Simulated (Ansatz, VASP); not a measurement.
## One calculation of NiO, two programs

```
Ni O
1.0
     0.00000    2.07190    2.07190
     2.07190    0.00000    2.07190
     2.07190    2.07190    0.00000
Ni O
1 1
Direct
  0.00000 0.00000 0.00000
  0.50000 0.50000 0.50000
```

Alike in both runs: task single point; functional revPBE; dispersion D3(BJ); k mesh 11 × 11 × 11; occupations fermi-dirac, width 0.05 eV; collinear spin.

```csv
,VASP,Ansatz
version,VASP 6.6.1,Ansatz 0.2.0
potentials or method,"VASP PAW PBE potentials, release 64 (Ni, O)",Ansatz PAW
plane-wave cutoff (eV),520,420
valence electrons in the cell,16,24
```

```csv
,VASP,Ansatz,Ansatz less VASP
gap on the k mesh at the Fermi level (eV),none,none,-
pressure (GPa),9.2,9.7,+0.47
net moment per atom (μB),0.85,0.88,+0.024
size of the moment on the site where the two differ most (μB),0.26,0.28,+0.024
dispersion energy (meV/atom),-530.5,-530.5,-0.05
```

Site moments also hang on the region over which each program counts them. A gap of «none» marks a metal or a gap that the smearing closes. The two sets of potentials don't hold the same shells in valence.

Caveats: a cell with one magnetic atom can't hold antiferromagnetic order, which such compounds often take; semilocal functionals often make such compounds metallic where correlation or magnetic order opens a gap, which also shifts bond lengths; pairwise dispersion overbinds metals, which lowers pressure and volume; the PAW data sets were made with another functional, which shifts forces and pressure a little (VASP); the pressure holds a Pulay correction of +0.7 GPa for the finite cutoff (Ansatz); the PAW data sets come from PBE, with cores solved anew for the run's functional, which leaves a small shift of forces and pressure (Ansatz).
